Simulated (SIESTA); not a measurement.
A run of SIESTA 5.4.2:

TiO2.fdf

```
SystemName                      Anatase
SystemLabel                     TiO2
NumberOfSpecies                 2
NumberOfAtoms                   6
%block ChemicalSpeciesLabel
  1  22 Ti
  2   8 O
%endblock ChemicalSpeciesLabel

LatticeConstant                 1.0 Ang
%block LatticeVectors
    -1.8921000000     1.8921000000     4.7573000000
     1.8921000000    -1.8921000000     4.7573000000
     1.8921000000     1.8921000000    -4.7573000000
%endblock LatticeVectors
AtomicCoordinatesFormat         Fractional
%block AtomicCoordinatesAndAtomicSpecies
     0.7500000000     0.2500000000     0.5000000000  1  Ti
     0.0000000000     0.0000000000     0.0000000000  1  Ti
     0.7919000000     0.7919000000     0.0000000000  2  O
     0.5419000000     0.0419000000     0.5000000000  2  O
     0.9581000000     0.4581000000     0.5000000000  2  O
     0.2081000000     0.2081000000     0.0000000000  2  O
%endblock AtomicCoordinatesAndAtomicSpecies

%block kgrid.MonkhorstPack
    6   0   0  0.0
    0   6   0  0.0
    0   0   6  0.0
%endblock kgrid.MonkhorstPack
XC.Functional                   LDA
XC.Authors                      PW92
PAO.BasisSize                   DZP
PAO.EnergyShift                 0.003 Ry
Mesh.Cutoff                     800 Ry
OccupationFunction              FD
ElectronicTemperature           0.05 eV
MaxSCFIterations                120
SCF.MustConverge                false
SCF.Mixer.Method                Pulay
SCF.Mixer.Weight                0.25
SCF.Mixer.History               8
SCF.DM.Tolerance                5.0e-05
SCF.H.Tolerance                 1.0e-03 eV
WriteForces                     true
Charge.Mulliken                 end
Charge.Hirshfeld                end
Charge.Voronoi                  end
SaveRho                         true
SaveElectrostaticPotential      true
%block PAO.Basis
  Ti 5
  n=3 0 2
    3.157 0.000
  n=4 0 2
    8.686 0.000
  n=3 1 2
    3.575 0.000
  n=4 1 1
    8.686
  n=3 2 2
    6.229 0.000
%endblock PAO.Basis
```

Potentials or basis: PseudoDojo 0.4 standard (LDA files), DZP (energy shift 0.003 Ry; two zetas on semicore shells).

Command:

```bash
$ siesta TiO2.fdf > TiO2.out 2>&1
```

Hardware: 1 thread of Intel(R) Xeon(R) 6975P-C (Granite Rapids) (shared host).

Estimate the wall time of this run.

Wall time 86 s on 1 thread of Intel(R) Xeon(R) 6975P-C (Granite Rapids) (shared host), peak memory 0.52 GiB. Counts: scf iterations 10, k points 132, bands 98.
